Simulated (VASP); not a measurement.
# Se (I4/mmm) in VASP: notebook

One crystal, Se, is run at these levels: PBE+D3(BJ); tasks: single point.

Everything below comes from runs of VASP 6.6.1. Logs are shortened: lines on timing, memory, paths and dates and some standing lists are left out, and cuts for length are marked.

### Step 1. The cell of the first run

Symmetry: I4/mmm, No. 139, tetragonal system. The conventional cell has a = 3.322 Å, b = 3.322 Å, c = 3.237 Å, α = 90.00°, β = 90.00°, γ = 90.00°. Se (site symmetry 4/mmm) is surrounded by 10 Se at 2.85 to 3.24 Å.

This isn't the form of Se at room conditions, which is trigonal, of chains.

### Step 2. Single point, PBE+D3(BJ) (strain -0.025 along x and y, -0.050 along z, atoms carried along)

INCAR

```
ALGO = Normal
EDIFF = 1E-7
ENCUT = 520
GGA = PE
ISIF = 2
ISMEAR = 0
IVDW = 12
LASPH = True
LCHARG = False
LREAL = False
LWAVE = False
NBANDS = 9
NELM = 100
PREC = Accurate
SIGMA = 0.15
```

KPOINTS

```
k-points
0
Gamma
  20 20 20
```

POSCAR

```
Se
1.0
   -1.6608623995      1.6608623995      1.6182761842
    1.6608623995     -1.6608623995      1.6182761842
    1.6608623995      1.6608623995     -1.6182761842
Se
1
Direct
    0.0000000000      0.0000000000      0.0000000000
```

Potentials or basis: VASP PAW PBE potentials, release 64 (Se).

Launch:

```sh
$ cat potpaw_PBE.64/Se/POTCAR > POTCAR
$ mpirun -np 1 vasp_std > vasp.out
```

OUTCAR:

```text
EDIFF = 1E-7
   ENCUT = 520
   GGA = PE
   ISIF = 2
   ISMEAR = 0
   IVDW = 12
   LASPH = True
   LREAL = False
   NELM = 100
   PREC = Accurate
 IVDW          = 12

 ion  position               nearest neighbor table
   1  0.000  0.000  0.000-

  LATTYP: Found a body centered tetragonal cell.
 ALAT       =     3.3217247990
 C/A-ratio  =     0.9743589744

  Lattice vectors:

 A1 = (  -1.6608623995,   1.6608623995,   1.6182761842)
 A2 = (   1.6608623995,  -1.6608623995,   1.6182761842)
 A3 = (   1.6608623995,   1.6608623995,  -1.6182761842)

Analysis of symmetry for initial positions (statically):
=====================================================================
 Subroutine PRICEL returns:
 Original cell was already a primitive cell.

 Routine SETGRP: Setting up the symmetry group for a
 body centered tetragonal supercell.

 Subroutine GETGRP returns: Found 16 space group operations
 (whereof 16 operations were pure point group operations)
 out of a pool of 16 trial point group operations.

The static configuration has the point symmetry D_4h.

Analysis of symmetry for dynamics (positions and initial velocities):
=====================================================================
 Subroutine PRICEL returns:
 Original cell was already a primitive cell.

 Routine SETGRP: Setting up the symmetry group for a
 body centered tetragonal supercell.

 Subroutine GETGRP returns: Found 16 space group operations
 (whereof 16 operations were pure point group operations)
 out of a pool of 16 trial point group operations.

The dynamic configuration has the point symmetry D_4h.

 Subroutine INISYM returns: Found 16 space group operations
 (whereof 16 operations are pure point group operations),
 and found     1 'primitive' translations

----------------------------------------------------------------------------------------

                                     Primitive cell

  volume of cell :      17.8558

  direct lattice vectors                    reciprocal lattice vectors
    -1.660862400  1.660862400  1.618276184     0.000000000  0.301048419  0.308970746
     1.660862400 -1.660862400  1.618276184     0.301048419  0.000000000  0.308970746
     1.660862400  1.660862400 -1.618276184     0.301048419  0.301048419  0.000000000

  length of vectors
     2.852322848  2.852322848  2.852322848     0.431385063  0.431385063  0.425746757

  position of ions in fractional coordinates (direct lattice)
     0.000000000  0.000000000  0.000000000

  ion indices of the primitive-cell ions
   primitive index   ion index
                 1           1

----------------------------------------------------------------------------------------

 KPOINTS: k-points

Automatic generation of k-mesh.
 Grid dimensions read from file:
 generate k-points for:   20   20   20

 Generating k-lattice:

  Cartesian coordinates                     Fractional coordinates (reciprocal lattice)
     0.000000000  0.015052421  0.015448537     0.050000000  0.000000000 -0.000000000
     0.015052421  0.000000000  0.015448537     0.000000000  0.050000000 -0.000000000
     0.015052421  0.015052421  0.000000000     0.000000000  0.000000000  0.050000000

  Length of vectors
     0.021569253  0.021569253  0.021287338

  Shift w.r.t. Gamma in fractional coordinates (k-lattice)
     0.000000000  0.000000000  0.000000000

 Subroutine IBZKPT returns following result:
 ===========================================

 Found    641 irreducible k-points:

 Following reciprocal coordinates:
            Coordinates               Weight
  0.000000  0.000000  0.000000      1.000000
  0.050000  0.000000 -0.000000      8.000000
  0.100000  0.000000 -0.000000      8.000000
  0.150000  0.000000 -0.000000      8.000000
  0.200000  0.000000 -0.000000      8.000000
  0.250000  0.000000  0.000000      8.000000
[... 16 lines left out ...]
 -0.400000  0.050000  0.000000     16.000000
 -0.350000  0.050000  0.000000     16.000000
 [... further k-points ...]
   k-points           NKPTS =    641   k-points in BZ     NKDIM =    641   number of bands    NBANDS=      9
   number of dos      NEDOS =    301   number of ions     NIONS =      1
   total plane-waves  NPLWV =  13824
   dimension x,y,z NGX =    24 NGY =   24 NGZ =   24
   dimension x,y,z NGXF=    48 NGYF=   48 NGZF=   48
   ions per type =               1
   NGX,Y,Z   is equivalent  to a cutoff of  13.99, 13.99, 13.99 a.u.
   NGXF,Y,Z  is equivalent  to a cutoff of  27.98, 27.98, 27.98 a.u.
 SYSTEM =  unknown system
   PREC   = accura    normal or accurate (medium, high low for compatibility)
   ISTART =      0    job   : 0-new  1-cont  2-samecut
   ICHARG =      2    charge: 1-file 2-atom 10-const
   ISPIN  =      1    spin polarized calculation?
   LNONCOLLINEAR =      F non collinear calculations
   LSORBIT =      F    spin-orbit coupling
   LASPH  =      T    aspherical Exc in radial PAW
   ENCUT  =  520.0 eV  38.22 Ry    6.18 a.u.   5.30  5.30  5.30*2*pi/ulx,y,z
   NELM   =    100;   NELMIN=  2; NELMDL= -5     # of ELM steps
   EDIFF  = 0.1E-06   stopping-criterion for ELM
   LREAL  =      F    real-space projection
   EDIFFG = 0.1E-05   stopping-criterion for IOM
   NSW    =      0    number of steps for IOM
   IBRION =     -1    ionic relax: 0-MD 1-quasi-New 2-CG
   NFREE  =      0    steps in history (QN), initial steepest desc. (CG)
   ISIF   =      2    stress and relaxation
   ISYM   =      2    0-nonsym 1-usesym 2-fastsym
   POTIM  = 0.5000    time-step for ionic-motion
   TEBEG  =    0.0;   TEEND  =   0.0 temperature during run
   PSTRESS=    0.0 pullay stress
   NELECT =       6.0000    total number of electrons
   NUPDOWN=      -1.0000    fix difference up-down
   EMIN   =  10.00;   EMAX   =-10.00  energy-range for DOS
   EFERMI =   0.00;   METHOD = LEGACY
   ISMEAR =     0;   SIGMA  =   0.15  broadening in eV -4-tet -1-fermi 0-gaus
   EFERMI_NEDOS =   21; number of points for ismear=-14 and -15
   IALGO  =     38    algorithm
   IMIX   =      4    mixing-type and parameters
     AMIX     =   0.40;   BMIX     =  1.00
     AMIX_MAG =   1.60;   BMIX_MAG =  1.00
  volume/ion in A,a.u.               =      17.86       120.50
  Fermi-wavevector in a.u.,A,eV,Ry     =   1.138148  2.150787 17.624715  1.295380
  Thomas-Fermi vector in A             =   2.274852
   LORBIT       =      0    0 simple, 1 ext, 2 COOP (PROOUT), +10 PAW based schemes
   GGA     = PE    functional components
   LHFCALC =     F    Hartree Fock is set to
   AEXX    =    0.0000 exact exchange contribution
   IVDW    =    12    specifies the selected vdW correction
   LEPSILON=     F    determine dielectric tensor
   LRPA    =     F    only Hartree local field effects (RPA)
 non-spin polarized calculation
 Gauss-broadening in eV      SIGMA  =   0.15
  energy-cutoff  :      520.00
  volume of cell :       17.86
 maximum number of plane-waves:       492
 NGX is ok and might be reduce to    24
   NGX = 11   NGY = 11   NGZ = 11

 number of electron       5.9999999 magnetization

 Free energy of the ion-electron system (eV)
  ---------------------------------------------------
  ext. energy  EPLUGINS =         0.00000000
  ---------------------------------------------------
  free energy    TOTEN  =        -2.82842956 eV

  energy without entropy =       -2.82071534  energy(sigma->0) =       -2.82457245

 E-fermi :   7.2175     XC(G=0): -11.2022

 val. band max:        7.2142538168   @ k =   0.1500   0.0500  -0.0000
 cond. band min:       7.2331828937   @ k =  -0.2000   0.3000   0.2000
 fundamental gap:      0.0189290769
 Fermi energy:         7.2175261340

 k-point     1 :       0.0000    0.0000    0.0000
  band No.  band energies     occupation
      1     -10.1823      2.00000
      2      10.8439      0.00000
      3      10.8439      0.00000
      4      10.9402      0.00000
      5      19.5241      0.00000
      6      20.0926      0.00000
      7      20.0926      0.00000
      8      20.2016      0.00000
      9      22.7617      0.00000

 k-point     2 :       0.0500    0.0000   -0.0000
  band No.  band energies     occupation
      1     -10.1206      2.00000
      2      10.4938      0.00000
      3      10.6933      0.00000
      4      10.8643      0.00000
      5      19.4270      0.00000
      6      19.8557      0.00000
      7      20.1754      0.00000
      8      20.5600      0.00000
      9      22.3518      0.00000

 k-point     3 :       0.1000    0.0000   -0.0000
  band No.  band energies     occupation
      1      -9.9362      2.00000
      2       9.4720      0.00000
      3      10.2945      0.00000
      4      10.7658      0.00000
      5      18.8534      0.00000
      6      19.0506      0.00000
      7      20.8607      0.00000
      8      21.4802      0.00000
      9      22.0400      0.00000

 k-point     4 :       0.1500    0.0000   -0.0000
  band No.  band energies     occupation
      1      -9.6313      2.00000
      2       8.0866      0.00000
      3       9.7571      0.00000
      4      10.6183      0.00000
      5      17.9847      0.00000
      6      18.1123      0.00000
      7      21.9818      0.00000
      8      22.0004      0.00000
      9      22.1301      0.00000
[... 205 lines left out ...]
 k-point    22 :      -0.4500    0.0500    0.0000
  band No.  band energies     occupation
      1      -6.3339      2.00000
      2       0.2726      2.00000
      3       7.1088      1.69486
      4       9.4144      0.00000
      5      14.5643      0.00000
      6      15.7012      0.00000
      7      24.2137      0.00000
      8      25.9815      0.00000
      9      26.9304      0.00000

 k-point    23 :      -0.4000    0.0500    0.0000
  band No.  band energies     occupation
      1      -6.9895      2.00000
      2       1.3676      2.00000
      3       7.3498      0.21233
      4       9.5421      0.00000
      5      14.8673      0.00000
      6      15.9402      0.00000
      7      23.3587      0.00000
      8      25.1552      0.00000
      9      27.7037      0.00000

 k-point    24 :      -0.3500    0.0500    0.0000
  band No.  band energies     occupation
      1      -7.6889      2.00000
      2       2.7086      2.00000
      3       7.7081      0.00000
      4       9.7201      0.00000
      5      15.3226      0.00000
      6      16.2889      0.00000
      7      22.6154      0.00000
      8      24.4187      0.00000
      9      27.0358      0.00000

 [... further k-points ...]

------------------------ aborting loop because EDIFF is reached ----------------------------------------

 Edisp (eV)   -0.48668

 E8    (eV) :    -0.1984

  FORCE on cell =-STRESS in cart. coord.  units (eV):
  Direction    XX          YY          ZZ          XY          YZ          ZX
  --------------------------------------------------------------------------------------
  -------------------------------------------------------------------------------------
  Total       0.88634     0.88634     1.12268     0.00000    -0.00000     0.00000
  in kB      79.52998    79.52998   100.73683     0.00000    -0.00000     0.00000
  external pressure =       86.60 kB  Pullay stress =        0.00 kB

 VOLUME and BASIS-vectors are now :
 -----------------------------------------------------------------------------
  energy-cutoff  :      520.00
  volume of cell :       17.86
      direct lattice vectors                 reciprocal lattice vectors
    -1.660862400  1.660862400  1.618276184     0.000000000  0.301048419  0.308970746
     1.660862400 -1.660862400  1.618276184     0.301048419  0.000000000  0.308970746
     1.660862400  1.660862400 -1.618276184     0.301048419  0.301048419  0.000000000

 POSITION                                       TOTAL-FORCE (eV/Angst)
 -----------------------------------------------------------------------------------
      0.00000      0.00000      0.00000         0.000000      0.000000     -0.000000
 -----------------------------------------------------------------------------------
    total drift:                                0.000000      0.000000      0.000000

  FREE ENERGIE OF THE ION-ELECTRON SYSTEM (eV)
  ---------------------------------------------------
  free  energy   TOTEN  =        -3.3151118354 eV

  energy  without entropy=       -3.3073976164  energy(sigma->0) =       -3.31125473
```

Run time: 38 s. Hardware: 1 thread of Intel Xeon Platinum 8488C (Sapphire Rapids), shared host; peak memory 0.23 GiB.

What came out:

- Free energy: -3.3151 eV
- Pressure: 8.7 GPa
- Band gap on the k mesh: none (metal or under the smearing width)
- Dispersion energy per atom: -0.487 eV

Stress tensor (GPa, compression positive):
```
 7.95  0.00  0.00
 0.00  7.95  0.00
 0.00  0.00 10.07
```

Caveat: pairwise dispersion overbinds metals, which lowers pressure and volume.

### Step 3. Single point, PBE+D3(BJ) (strain +0.000 along x and y, -0.025 along z, atoms carried along)

INCAR

```
ALGO = Normal
EDIFF = 1E-6
ENCUT = 520
GGA = PE
ISIF = 2
ISMEAR = 0
IVDW = 12
LASPH = True
LCHARG = True
LELF = True
LREAL = False
LVHAR = True
LWAVE = False
NBANDS = 9
NELM = 100
PREC = Accurate
SIGMA = 0.15
```

KPOINTS is that of step 2.

POSCAR

```
Se
1.0
   -1.7034486149      1.7034486149      1.6608623995
    1.7034486149     -1.7034486149      1.6608623995
    1.7034486149      1.7034486149     -1.6608623995
Se
1
Direct
    0.0000000000      0.0000000000      0.0000000000
```

Potentials or basis: VASP PAW PBE potentials, release 64 (Se).

Launch:

```sh
$ cat potpaw_PBE.64/Se/POTCAR > POTCAR
$ mpirun -np 1 vasp_std > vasp.out
```

It took 36 s on 1 thread of Intel Xeon Platinum 8488C (Sapphire Rapids), shared host; peak memory 0.23 GiB.

It converged, with:

| Item | Value |
| --- | --- |
| Free energy | -3.3554 eV |
| Pressure | 0.9 GPa |
| Band gap on the k mesh | none (metal or under the smearing width) |
| Dispersion energy per atom | -0.451 eV |

Stress tensor (GPa, compression positive):
```
0.21 0.00 0.00
0.00 0.21 0.00
0.00 0.00 2.23
```

Levels at points of the mesh, in eV from the Fermi level:
| k point | band 1 | band 2 | band 3 | band 4 | band 5 | band 6 | band 7 | band 8 |
| --- | --- | --- | --- | --- | --- | --- | --- | --- |
| (0.00, 0.00, 0.00) | -16.61 | 3.22 | 3.22 | 3.29 | 11.86 | 12.18 | 12.70 | 12.70 |
| (0.50, 0.00, 0.00) | -12.81 | -7.05 | -0.02 | 2.18 | 6.85 | 8.13 | 17.78 | 18.38 |
| (0.50, 0.50, 0.00) | -12.94 | -7.11 | 0.23 | 2.50 | 7.19 | 8.60 | 17.33 | 17.88 |
| (0.50, 0.50, 0.50) | -10.23 | -3.57 | -3.57 | -3.12 | 3.74 | 3.97 | 23.12 | 23.12 |

Caveat: pairwise dispersion overbinds metals, which lowers pressure and volume.

(Continued in part 2 of 2.)
